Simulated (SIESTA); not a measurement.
The system is MgTe.

```
CELL_PARAMETERS angstrom
0.00000 3.23200 3.23200
3.23200 0.00000 3.23200
3.23200 3.23200 0.00000
ATOMIC_POSITIONS crystal
Te 0.25000 0.25000 0.25000
Mg 0.00000 0.00000 0.00000
```

The cell comes from a database or a generator and needn't be the stable form of this composition.

* Program: SIESTA 5.4.2
* Task: single point
* Functional: PBE
* Potentials or basis: PseudoDojo 0.4 standard (PBE files)
* Basis: DZP (energy shift 0.002 Ry)
* Grid cutoff: 800 Ry
* Energy shift: 0.002 Ry
* k mesh: 7 × 7 × 7
* Occupations: fermi-dirac, width 0.05 eV
* Spin: no spin polarisation

On this cell: pressure 2.0 GPa; largest force zero by symmetry; band gap on the k mesh 2.35 eV, direct.

The same run follows on a disturbed copy (atoms moved at random, drawn with an rms of 0.05 Å):

```
CELL_PARAMETERS angstrom
0.00000 3.23200 3.23200
3.23200 0.00000 3.23200
3.23200 3.23200 0.00000
ATOMIC_POSITIONS crystal
Te 0.25492 0.24451 0.24030
Mg 0.00808 0.98739 0.99791
```

Problem. What does the disturbed cell give?

Solution. The energy moves by +1.9 meV/atom; pressure 2.0 GPa; largest force 0.185 eV/Å; band gap on the k mesh 2.30 eV, direct.

Forces on the atoms (eV/Å):
```
Te   0.003  0.174 -0.063
Mg  -0.004 -0.169  0.062
```

Stress tensor (GPa, compression positive):
```
 2.03 -0.20  0.58
-0.20  2.01  0.03
 0.58  0.03  2.03
```

Caveats: semicore shells carry a single zeta, which can move pressures by several GPa and volumes by a few percent; spin-orbit coupling is left out, which moves the levels of the heavy elements; the basis of atomic orbitals isn't converged, which shifts pressures, moduli and gaps.

